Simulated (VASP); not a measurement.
# MnO (Manganosite) (Fm-3m) in VASP: density of states with PBE

Aim: the density of states of MnO (Manganosite) with PBE.

Everything below comes from runs of VASP 6.6.1. Logs are shortened: lines on timing, memory, paths and dates and some standing lists are left out, and cuts for length are marked.

**1. Starting point**

It takes space group Fm-3m (No. 225, cubic). Conventional cell: a = 4.102 Å, b = 4.102 Å, c = 4.102 Å, α = 90.00°, β = 90.00°, γ = 90.00°. Mn (site symmetry m-3m) has 6 O at 2.05 Å as nearest neighbours. O (site symmetry m-3m) has 6 Mn at 2.05 Å as nearest neighbours.

**2. Density of states, PBE**

The input, POSCAR:

```
MnO
1.0
    0.0000000000      2.0511003835      2.0511003835
    2.0511003835      0.0000000000      2.0511003835
    2.0511003835      2.0511003835      0.0000000000
Mn O
1 1
Direct
    0.0000000000      0.0000000000      0.0000000000
    0.5000000000      0.5000000000      0.5000000000
```

The input, INCAR.step1:

```
  PREC = Accurate
  ENCUT = 520
  EDIFF = 1E-6
  ISMEAR = 0
  SIGMA = 0.05
  LREAL = F
  LASPH = T
  NELM = 100
  ALGO = Normal
  ISIF = 2
  LWAVE = F
  LCHARG = T
  LMAXMIX = 4
  GGA = PE
  NBANDS = 16
```

The input, KPOINTS.step1:

```
Automatic mesh
0
Gamma
  14 14 14
```

The input, INCAR.step2:

```
  PREC = Accurate
  ENCUT = 520
  EDIFF = 1E-6
  ISMEAR = -5
  SIGMA = 0.05
  LREAL = F
  LASPH = T
  NELM = 100
  ALGO = Normal
  ISIF = 2
  LWAVE = F
  LCHARG = F
  LMAXMIX = 4
  GGA = PE
  LORBIT = 11
  NEDOS = 2001
  ICHARG = 11
```

The input, KPOINTS.step2:

```
Automatic mesh
0
Gamma
  21 21 21
```

Potentials or basis: VASP PAW PBE potentials, release 64 (Mn_pv, O).

Run with:

```sh
$ cat potpaw_PBE.64/Mn_pv/POTCAR potpaw_PBE.64/O/POTCAR > POTCAR
$ cp INCAR.step1 INCAR
$ cp KPOINTS.step1 KPOINTS
$ mpirun -np 1 vasp_std > vasp.out
$ cp INCAR.step2 INCAR
$ cp KPOINTS.step2 KPOINTS
$ mpirun -np 1 vasp_std > vasp.out
```

OUTCAR:

```text
PREC = Accurate
   ENCUT = 520
   EDIFF = 1E-6
   ISMEAR = -5
   LREAL = F
   LASPH = T
   NELM = 100
   ISIF = 2
   GGA = PE
   LORBIT = 11
   ICHARG = 11

 ion  position               nearest neighbor table
   1  0.000  0.000  0.000-   2 2.05   2 2.05   2 2.05   2 2.05   2 2.05   2 2.05
   2  0.500  0.500  0.500-   1 2.05   1 2.05   1 2.05   1 2.05   1 2.05   1 2.05

  LATTYP: Found a face centered cubic cell.
 ALAT       =     4.1022007670

  Lattice vectors:

 A1 = (   0.0000000000,   2.0511003835,   2.0511003835)
 A2 = (   2.0511003835,   0.0000000000,   2.0511003835)
 A3 = (   2.0511003835,   2.0511003835,   0.0000000000)

Analysis of symmetry for initial positions (statically):
=====================================================================
 Subroutine PRICEL returns:
 Original cell was already a primitive cell.

 Routine SETGRP: Setting up the symmetry group for a
 face centered cubic supercell.

 Subroutine GETGRP returns: Found 48 space group operations
 (whereof 48 operations were pure point group operations)
 out of a pool of 48 trial point group operations.

The static configuration has the point symmetry O_h .

Analysis of symmetry for dynamics (positions and initial velocities):
=====================================================================
 Subroutine PRICEL returns:
 Original cell was already a primitive cell.

 Routine SETGRP: Setting up the symmetry group for a
 face centered cubic supercell.

 Subroutine GETGRP returns: Found 48 space group operations
 (whereof 48 operations were pure point group operations)
 out of a pool of 48 trial point group operations.

The dynamic configuration has the point symmetry O_h .

 Subroutine INISYM returns: Found 48 space group operations
 (whereof 48 operations are pure point group operations),
 and found     1 'primitive' translations

----------------------------------------------------------------------------------------

                                     Primitive cell

  volume of cell :      17.2580

  direct lattice vectors                    reciprocal lattice vectors
     0.000000000  2.051100384  2.051100384    -0.243771589  0.243771589  0.243771589
     2.051100384  0.000000000  2.051100384     0.243771589 -0.243771589  0.243771589
     2.051100384  2.051100384  0.000000000     0.243771589  0.243771589 -0.243771589

  length of vectors
     2.900693980  2.900693980  2.900693980     0.422224778  0.422224778  0.422224778

  position of ions in fractional coordinates (direct lattice)
     0.000000000  0.000000000  0.000000000
     0.500000000  0.500000000  0.500000000

  ion indices of the primitive-cell ions
   primitive index   ion index
                 1           1
                 2           2

----------------------------------------------------------------------------------------

 KPOINTS: Automatic mesh

Automatic generation of k-mesh.
 Grid dimensions read from file:
 generate k-points for:   21   21   21

 Generating k-lattice:

  Cartesian coordinates                     Fractional coordinates (reciprocal lattice)
    -0.011608171  0.011608171  0.011608171     0.047619048  0.000000000  0.000000000
     0.011608171 -0.011608171  0.011608171     0.000000000  0.047619048  0.000000000
     0.011608171  0.011608171 -0.011608171     0.000000000  0.000000000  0.047619048

  Length of vectors
     0.020105942  0.020105942  0.020105942

  Shift w.r.t. Gamma in fractional coordinates (k-lattice)
     0.000000000  0.000000000  0.000000000

 TETIRR: Found   1276 inequivalent tetrahedra from    55566

 Subroutine IBZKPT returns following result:
 ===========================================

 Found    286 irreducible k-points:

 Following reciprocal coordinates:
            Coordinates               Weight
  0.000000  0.000000  0.000000      1.000000
  0.047619  0.000000  0.000000      8.000000
  0.095238  0.000000  0.000000      8.000000
  0.142857  0.000000  0.000000      8.000000
  0.190476  0.000000  0.000000      8.000000
  0.238095  0.000000  0.000000      8.000000
[... 16 lines left out ...]
 -0.428571  0.047619  0.000000     24.000000
 -0.380952  0.047619  0.000000     24.000000
 [... further k-points ...]
   k-points           NKPTS =    286   k-points in BZ     NKDIM =    286   number of bands    NBANDS=     13
   number of dos      NEDOS =   2001   number of ions     NIONS =      2
   total plane-waves  NPLWV =  13824
   dimension x,y,z NGX =    24 NGY =   24 NGZ =   24
   dimension x,y,z NGXF=    48 NGYF=   48 NGZF=   48
   ions per type =               1   1
   NGX,Y,Z   is equivalent  to a cutoff of  13.75, 13.75, 13.75 a.u.
   NGXF,Y,Z  is equivalent  to a cutoff of  27.51, 27.51, 27.51 a.u.
 SYSTEM =  unknown system
   PREC   = accura    normal or accurate (medium, high low for compatibility)
   ISTART =      0    job   : 0-new  1-cont  2-samecut
   ICHARG =     11    charge: 1-file 2-atom 10-const
   ISPIN  =      1    spin polarized calculation?
   LNONCOLLINEAR =      F non collinear calculations
   LSORBIT =      F    spin-orbit coupling
   LASPH  =      T    aspherical Exc in radial PAW
   ENCUT  =  520.0 eV  38.22 Ry    6.18 a.u.   5.39  5.39  5.39*2*pi/ulx,y,z
   NELM   =    100;   NELMIN=  2; NELMDL=  0     # of ELM steps
   EDIFF  = 0.1E-05   stopping-criterion for ELM
   LREAL  =      F    real-space projection
   EDIFFG = 0.1E-04   stopping-criterion for IOM
   NSW    =      0    number of steps for IOM
   IBRION =     -1    ionic relax: 0-MD 1-quasi-New 2-CG
   NFREE  =      0    steps in history (QN), initial steepest desc. (CG)
   ISIF   =      2    stress and relaxation
   ISYM   =      2    0-nonsym 1-usesym 2-fastsym
   POTIM  = 0.5000    time-step for ionic-motion
   TEBEG  =    0.0;   TEEND  =   0.0 temperature during run
   PSTRESS=    0.0 pullay stress
   NELECT =      19.0000    total number of electrons
   NUPDOWN=      -1.0000    fix difference up-down
   EMIN   =  10.00;   EMAX   =-10.00  energy-range for DOS
   EFERMI =   0.00;   METHOD = LEGACY
   ISMEAR =    -5;   SIGMA  =   0.05  broadening in eV -4-tet -1-fermi 0-gaus
   EFERMI_NEDOS =   21; number of points for ismear=-14 and -15
   IALGO  =     38    algorithm
   IMIX   =      4    mixing-type and parameters
     AMIX     =   0.40;   BMIX     =  1.00
     AMIX_MAG =   1.60;   BMIX_MAG =  1.00
  volume/ion in A,a.u.               =       8.63        58.23
  Fermi-wavevector in a.u.,A,eV,Ry     =   1.690425  3.194439 38.879125  2.857535
  Thomas-Fermi vector in A             =   2.772374
   LORBIT       =     11    0 simple, 1 ext, 2 COOP (PROOUT), +10 PAW based schemes
   GGA     = PE    functional components
   LHFCALC =     F    Hartree Fock is set to
   AEXX    =    0.0000 exact exchange contribution
   IVDW    =     0    specifies the selected vdW correction
   LEPSILON=     F    determine dielectric tensor
   LRPA    =     F    only Hartree local field effects (RPA)
 non-spin polarized calculation
 Fermi weights with tetrahedron method with Bloechl corrections
  energy-cutoff  :      520.00
  volume of cell :       17.26
 maximum number of plane-waves:       483
 NGX is ok and might be reduce to    24

 number of electron      19.0000003 magnetization

 Free energy of the ion-electron system (eV)
  ---------------------------------------------------
  ext. energy  EPLUGINS =         0.00000000
  ---------------------------------------------------
  free energy    TOTEN  =       -14.84450574 eV

  energy without entropy =      -14.84450574  energy(sigma->0) =      -14.84450574

 E-fermi :  10.3310     XC(G=0): -13.4267

 val. band max:       10.3338882769   @ k =   0.4762   0.2857   0.0476
 cond. band min:      10.3038599943   @ k =   0.3333   0.2381   0.0952
 fundamental gap:     -0.0300282826
 Fermi energy:        10.3310053143

 k-point     1 :       0.0000    0.0000    0.0000
  band No.  band energies     occupation
      1     -37.9411      2.00000
      2     -37.9411      2.00000
      3     -37.9411      2.00000
      4     -11.9467      2.00000
      5       5.5452      2.00000
      6       5.5452      2.00000
      7       5.5452      2.00000
      8       8.5917      2.00000
      9       8.5917      2.00000
     10       8.5917      2.00000
     11       9.3924      2.00000
     12       9.3924      2.00000
     13      12.0024      0.00000

 k-point     2 :       0.0476    0.0000    0.0000
  band No.  band energies     occupation
      1     -37.9455      2.00000
      2     -37.9416      2.00000
      3     -37.9416      2.00000
      4     -11.9175      2.00000
      5       5.3633      2.00000
      6       5.4513      2.00000
      7       5.4513      2.00000
      8       8.6305      2.00000
      9       8.6305      2.00000
     10       8.6405      2.00000
     11       9.4965      2.00000
     12       9.4965      2.00000
     13      12.1476      0.00000

 k-point     3 :       0.0952    0.0000    0.0000
  band No.  band energies     occupation
      1     -37.9582      2.00000
      2     -37.9430      2.00000
      3     -37.9430      2.00000
      4     -11.8310      2.00000
      5       4.8859      2.00000
      6       5.2043      2.00000
      7       5.2043      2.00000
      8       8.7335      2.00000
      9       8.7336      2.00000
     10       8.7569      2.00000
     11       9.7844      2.00000
     12       9.7844      2.00000
     13      12.5467      0.00000
[... 305 lines left out ...]
 k-point    23 :      -0.4286    0.0476    0.0000
  band No.  band energies     occupation
      1     -38.1271      2.00000
      2     -37.9654      2.00000
      3     -37.9614      2.00000
      4     -10.4705      2.00000
      5       0.6578      2.00000
      6       3.2053      2.00000
      7       3.2232      2.00000
      8      10.0182      2.00000
      9      10.0443      2.00000
     10      10.2898      2.15710
     11      12.4967      0.00000
     12      12.7491      0.00000
     13      15.5039      0.00000

 k-point    24 :      -0.3810    0.0476    0.0000
  band No.  band energies     occupation
      1     -38.1138      2.00000
      2     -37.9646      2.00000
      3     -37.9592      2.00000
      4     -10.5940      2.00000
      5       0.9373      2.00000
      6       3.3012      2.00000
      7       3.3588      2.00000
      8       9.8745      2.00000
      9       9.9037      2.00000
     10      10.1694      2.00000
     11      12.2330      0.00000
     12      12.6143      0.00000
     13      15.5221      0.00000

 [... further k-points ...]

------------------------ aborting loop because EDIFF is reached ----------------------------------------

  FORCE on cell =-STRESS in cart. coord.  units (eV):
  Direction    XX          YY          ZZ          XY          YZ          ZX
  --------------------------------------------------------------------------------------
  -------------------------------------------------------------------------------------
  Total        0.1628784      0.1628784      0.1628784      0.0000000     -0.0000000      0.0000000
  in kB       15.1210946     15.1210946     15.1210946      0.0000000     -0.0000000      0.0000000
  external PRESSURE =      15.1210946 kB  Pullay stress =       0.0000000 kB

 VOLUME and BASIS-vectors are now :
 -----------------------------------------------------------------------------
  energy-cutoff  :      520.00
  volume of cell :       17.26
      direct lattice vectors                 reciprocal lattice vectors
     0.000000000  2.051100384  2.051100384    -0.243771589  0.243771589  0.243771589
     2.051100384  0.000000000  2.051100384     0.243771589 -0.243771589  0.243771589
     2.051100384  2.051100384  0.000000000     0.243771589  0.243771589 -0.243771589

 POSITION                                       TOTAL-FORCE (eV/Angst)
 -----------------------------------------------------------------------------------
      0.00000      0.00000      0.00000         0.000000     -0.000000      0.000000
      2.05110      2.05110      2.05110        -0.000000      0.000000     -0.000000
 -----------------------------------------------------------------------------------
    total drift:                                0.000000     -0.000000     -0.000000

  FREE ENERGIE OF THE ION-ELECTRON SYSTEM (eV)
  ---------------------------------------------------
  free  energy   TOTEN  =       -14.8445057355 eV

  energy  without entropy=      -14.8445057355  energy(sigma->0) =      -14.84450574

 total charge

# of ion       s       p       d       tot
------------------------------------------
    1        0.230   6.247   5.249  11.726
    2        1.544   3.483   0.000   5.027
--------------------------------------------------
tot          1.774   9.730   5.249  16.753
```

Wall time 60 s (1 thread of AMD EPYC 7R13 (Zen 3), shared host); peak memory 0.16 GiB.

Results:

```yaml
Valence_electrons_inside_the_program's_atomic_spheres: Mn 11.73; O 5.03
```

States per cell in windows of 0.5 eV (zero at the Fermi level; states under -8 eV left out):
| from (eV) | total | Mn1_d | O2_p | Mn1_p | Mn1_s | O2_s | O2_d |
| --- | --- | --- | --- | --- | --- | --- | --- |
| -8.0 | 0.38 | 0.04 | 0.20 | 0.03 | 0.01 | 0.00 | 0.00 |
| -7.5 | 1.32 | 0.26 | 0.70 | 0.05 | 0.01 | 0.00 | 0.00 |
| -7.0 | 1.34 | 0.26 | 0.75 | 0.04 | 0.01 | 0.00 | 0.00 |
| -6.5 | 0.81 | 0.11 | 0.48 | 0.03 | 0.00 | 0.00 | 0.00 |
| -6.0 | 0.31 | 0.04 | 0.19 | 0.01 | 0.00 | 0.00 | 0.00 |
| -5.5 | 0.11 | 0.01 | 0.08 | 0.00 | 0.00 | 0.00 | 0.00 |
| -5.0 | 0.01 | 0.00 | 0.01 | 0.00 | 0.00 | 0.00 | 0.00 |
| -4.5 | 0.00 | 0.00 | 0.00 | 0.00 | 0.00 | 0.00 | 0.00 |
| -4.0 | 0.00 | 0.00 | 0.00 | 0.00 | 0.00 | 0.00 | 0.00 |
| -3.5 | 0.06 | 0.04 | 0.00 | 0.00 | 0.00 | 0.00 | 0.00 |
| -3.0 | 0.14 | 0.10 | 0.01 | 0.00 | 0.00 | 0.00 | 0.00 |
| -2.5 | 0.27 | 0.21 | 0.02 | 0.00 | 0.00 | 0.00 | 0.00 |
| -2.0 | 0.45 | 0.36 | 0.03 | 0.00 | 0.00 | 0.00 | 0.00 |
| -1.5 | 0.72 | 0.60 | 0.05 | 0.00 | 0.00 | 0.00 | 0.00 |
| -1.0 | 1.07 | 0.93 | 0.05 | 0.00 | 0.00 | 0.00 | 0.00 |
| -0.5 | 2.22 | 2.00 | 0.10 | 0.00 | 0.01 | 0.00 | 0.00 |
| 0.0 | 2.12 | 1.91 | 0.11 | 0.00 | 0.01 | 0.01 | 0.00 |
| 0.5 | 1.01 | 0.83 | 0.07 | 0.01 | 0.01 | 0.03 | 0.00 |
| 1.0 | 0.85 | 0.67 | 0.10 | 0.01 | 0.01 | 0.02 | 0.00 |
| 1.5 | 0.69 | 0.52 | 0.12 | 0.01 | 0.00 | 0.01 | 0.00 |
| 2.0 | 0.55 | 0.39 | 0.12 | 0.00 | 0.00 | 0.01 | 0.00 |
| 2.5 | 0.02 | 0.00 | 0.00 | 0.00 | 0.01 | 0.00 | 0.00 |
| 3.0 | 0.03 | 0.00 | 0.00 | 0.00 | 0.01 | 0.01 | 0.00 |
| 3.5 | 0.04 | 0.00 | 0.01 | 0.00 | 0.01 | 0.01 | 0.00 |
| 4.0 | 0.06 | 0.00 | 0.01 | 0.00 | 0.01 | 0.01 | 0.00 |
| 4.5 | 0.08 | 0.00 | 0.02 | 0.01 | 0.01 | 0.01 | 0.00 |
| 5.0 | 0.17 | 0.01 | 0.03 | 0.03 | 0.02 | 0.02 | 0.00 |
| 5.5 | 0.17 | 0.01 | 0.03 | 0.03 | 0.02 | 0.02 | 0.00 |
| 6.0 | 0.19 | 0.01 | 0.04 | 0.03 | 0.02 | 0.02 | 0.00 |
| 6.5 | 0.19 | 0.01 | 0.04 | 0.03 | 0.02 | 0.01 | 0.00 |
| 7.0 | 0.20 | 0.01 | 0.04 | 0.04 | 0.02 | 0.01 | 0.00 |
| 7.5 | 0.20 | 0.01 | 0.04 | 0.03 | 0.03 | 0.01 | 0.00 |

Caveat: an odd number of electrons without spin polarisation forces a metal; a magnetic or distorted state may lie lower; the run has no spin polarisation, though such a crystal can be magnetic; semilocal functionals often make such compounds metallic where correlation or magnetic order opens a gap, which also shifts bond lengths; tetrahedron occupations give inexact forces and stress in metals. Spin polarisation is off, so any magnetic state and its effect on volume and gap are missing.
